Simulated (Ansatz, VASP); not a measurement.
One calculation of AlN, two programs

File INCAR:

```
SYSTEM = AlN
ALGO = Normal
EDIFF = 1E-6
ENCUT = 520
GGA = PE
ISIF = 2
ISMEAR = -1
LASPH = .True.
LCHARG = .True.
LELF = .True.
LREAL = Auto
LVHAR = .True.
LWAVE = .False.
NBANDS = 46
NELM = 100
PREC = Accurate
SIGMA = 0.01
```

The input KPOINTS:

```
k-points
0
Gamma
  2 2 3
  0 0 0
```

POSCAR

```
AlN
1.0
    6.2595139332      0.0000000574      0.0000000000
   -3.1297570164      5.4208980528      0.0000000000
    0.0000000000      0.0000000000      5.0174032533
Al N
8 8
Direct
    0.3333333333      0.1666666667      0.4992353700
    0.1666666667      0.3333333333      0.9992353700
    0.3333333333      0.6666666667      0.4992353700
    0.1666666667      0.8333333333      0.9992353700
    0.8333333333      0.1666666667      0.4992353700
    0.6666666667      0.3333333333      0.9992353700
    0.8333333333      0.6666666667      0.4992353700
    0.6666666667      0.8333333333      0.9992353700
    0.3333333333      0.1666666667      0.8807646300
    0.1666666667      0.3333333333      0.3807646300
    0.3333333333      0.6666666667      0.8807646300
    0.1666666667      0.8333333333      0.3807646300
    0.8333333333      0.1666666667      0.8807646300
    0.6666666667      0.3333333333      0.3807646300
    0.8333333333      0.6666666667      0.8807646300
    0.6666666667      0.8333333333      0.3807646300
```

Input for Ansatz:

```yaml
crystal:
  lattice:
    - [6.259513914577, 5.742413747756e-08, 0.0]
    - [-3.129757007019, 5.420898036654, 0.0]
    - [0.0, 0.0, 5.017403296667]
  atoms:
    - { symbol: Al, position: [0.3333333333333, 0.1666666666667, 0.49923537] }
    - { symbol: Al, position: [0.1666666666667, 0.3333333333333, 0.99923537] }
    - { symbol: "N", position: [0.3333333333333, 0.1666666666667, 0.88076463] }
    - { symbol: "N", position: [0.1666666666667, 0.3333333333333, 0.38076463] }
    - { symbol: Al, position: [0.3333333333333, 0.6666666666667, 0.49923537] }
    - { symbol: Al, position: [0.1666666666667, 0.8333333333333, 0.99923537] }
    - { symbol: "N", position: [0.3333333333333, 0.6666666666667, 0.88076463] }
    - { symbol: "N", position: [0.1666666666667, 0.8333333333333, 0.38076463] }
    - { symbol: Al, position: [0.8333333333333, 0.1666666666667, 0.49923537] }
    - { symbol: Al, position: [0.6666666666667, 0.3333333333333, 0.99923537] }
    - { symbol: "N", position: [0.8333333333333, 0.1666666666667, 0.88076463] }
    - { symbol: "N", position: [0.6666666666667, 0.3333333333333, 0.38076463] }
    - { symbol: Al, position: [0.8333333333333, 0.6666666666667, 0.49923537] }
    - { symbol: Al, position: [0.6666666666667, 0.8333333333333, 0.99923537] }
    - { symbol: "N", position: [0.8333333333333, 0.6666666666667, 0.88076463] }
    - { symbol: "N", position: [0.6666666666667, 0.8333333333333, 0.38076463] }
basis:
  ecutwfc: 420.0
  ecutrho_ratio: 4
  xc_grid: 2
  fft_grid_basis: typed
  precision: f64
kpoints:
  mp_grid: { grid: [2, 2, 3] }
hamiltonian:
  pseudopotentials: { kind: paw, azcp: { folder: soft_1 } }
scf:
  max_iter: 60
  self_checks: high
  occupations: { method: fermi_dirac, width: 0.01 }
output:
  forces: true
checkpoint:
  write: "../host.point.run"
  compress: false
  write_wavefunctions: true
  write_every: 100000
```

The cell is a database's computed one.

Alike in both runs: task single point; functional PBE; k mesh 2 × 2 × 3; occupations fermi-dirac, width 0.01 eV; no spin polarisation.

|  | VASP | Ansatz |
| --- | --- | --- |
| version | VASP 6.6.1 | Ansatz 0.2.0 |
| potentials or method | VASP PAW PBE potentials, release 64 (Al, N) | plane-wave PAW DFT |
| plane-wave cutoff (eV) | 520 | 420 |
| valence electrons in the cell | 64 | 64 |

|  | VASP | Ansatz | Ansatz less VASP |
| --- | --- | --- | --- |
| gap on the k mesh at the Fermi level (eV) | 4.04 | 4.03 | -0.009 |
| rms of the force components (eV/Å) | 0.007 | 0.009 | +0.0021 |

With one functional, cell and mesh, what is left measures potentials, basis and numerics.

Caveats: the k mesh is coarse (spacing up to 0.58 Å⁻¹), so the values aren't converged.
